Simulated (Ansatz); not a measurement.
The calculation used Ansatz, DFT PBE, scalar-relativistic, plane waves, PAW. All cells share a 420 eV cutoff and Γ-centred k meshes spaced at most about 0.3 Å⁻¹ (about 0.25 or finer for metals, 2π included). No spin polarisation.

Each guess is relaxed in cell and atoms at zero pressure, on a coarse mesh first where it starts far from rest and then on a converged one. The steps can't lower the symmetry of the start, but it can rise. Energies are static (0 K, no zero-point motion).

Two unrelaxed guesses for InGa3AsP:

A.

```xyz
6
Lattice="4.0144 0.0000 0.0000 -2.0072 3.4766 0.0000 0.0000 0.0000 9.0739" Properties=species:S:1:pos:R:3 pbc="T T T"
In    0.0000    0.0000    0.4109
Ga    2.0072    0.0000    1.1861
Ga   -1.0036    1.7383    1.1861
Ga    1.0036    1.7383    1.1861
P     0.0000    0.0000    4.3425
As    0.0000    0.0000    6.6862
```

B.

```xyz
6
Lattice="5.8496 0.0000 0.0000 -2.9248 5.0659 0.0000 0.0000 0.0000 4.3879" Properties=species:S:1:pos:R:3 pbc="T T T"
In    0.0000    3.3773    0.0000
Ga    2.9248    0.0052    2.1939
Ga    4.3828    2.5304    2.1939
Ga    1.4669    2.5304    2.1939
P     2.9248    1.6886    0.0000
As    0.0000    0.0000    0.0000
```

Question: Which guess leads to the lower structure, and by how much?

Answer: B ends lower, by 57 meV/atom. A: P6mm at 21.1 Å³/atom → P6mm at 33.2 Å³/atom; B: P-6m2 at 21.7 Å³/atom → P-6m2 at 21.5 Å³/atom. Counting As or P atoms around Ga and In (for each partner element, those within 1.25 times its shortest distance or 1.15 times the sum of covalent radii, where it is the nearest in units of that sum or under 1.3; a plus sign parts groups by distance over the sum of covalent radii; the shortest distance is added where it exceeds 1.18 times the sum of covalent radii), the end of A has In 1+1, Ga 2 from 3.1 Å and the end of B has In 6, Ga 2 from 3.1 Å. End of A. Conventional cell: a = 5.362 Å, c = 8.002 Å. In has 1 As at 2.77 Å, 1 P at 3.11 Å and 6 Ga at 3.13 Å; Ga has 4 Ga at 2.68 Å, 2 P at 3.07 Å and 2 In at 3.13 Å; P is surrounded by 1 As at 2.12 Å, 6 Ga at 3.07 Å and 1 In at 3.11 Å; As is surrounded by 1 P at 2.12 Å and 1 In at 2.77 Å. End of B. Conventional cell: a = 5.282 Å, c = 5.335 Å. Around In lie 3 P at 3.05 Å, 3 As at 3.05 Å and 6 Ga at 3.08 Å; around Ga lie 4 Ga at 2.60–2.68 Å, 2 P at 3.06 Å and 2 In at 3.08 Å; around P lie 3 As at 3.05 Å, 3 In at 3.05 Å and 6 Ga at 3.06 Å; As has 3 P at 3.05 Å and 3 In at 3.05 Å.

Ends held by symmetry can be saddle points. Neither end is the lowest form computed: that has space group P-6m2 (No. 187) and lies 259 meV/atom below the better end. Even the lowest of the cells shown lies +0.37 eV/atom against the elements. Some structure types and database cells were kept out of the candidates from the start, so a known form may be missing.
